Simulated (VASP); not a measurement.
Crystal: Te.

```
Te
1.0
     4.31182    0.00000    0.00000
    -2.15591    3.73414    0.00000
     0.00000    0.00000    5.96633
Te
3
Direct
  0.28469 0.00000 0.33333
  0.00000 0.28469 0.66667
  0.71531 0.71531 0.00000
```

Base run:

```yaml
Program: VASP 6.6.1
Functional: PBEsol
Potentials_or_basis: VASP PAW PBE potentials, release 64 (Te)
Cutoff: 700 eV
k_mesh: 9 × 9 × 6
Occupations: gaussian, width 0.1 eV
Spin: no spin polarisation
```

Its results: band gap on the k mesh none (metal or under the smearing width); pressure 0.0 GPa.

Problem. The run is repeated on the same cell with these changes: functional from PBEsol to r2SCAN; cutoff from 700 eV to 520 eV. What comes out?

Solution. Band gap on the k mesh 0.14 eV, direct; pressure 2.0 GPa.

r2SCAN gives the wider gap, since meta-GGAs in the generalised Kohn-Sham scheme recover part of the derivative discontinuity.

Caveats: the PAW data sets were made with another functional, which shifts forces and pressure a little; spin-orbit coupling is left out, which moves the levels of the heavy elements (some runs); an odd mesh through Γ misses points on the zone boundary, where band edges often lie (some runs).

Not every run made on this cell is shown here.
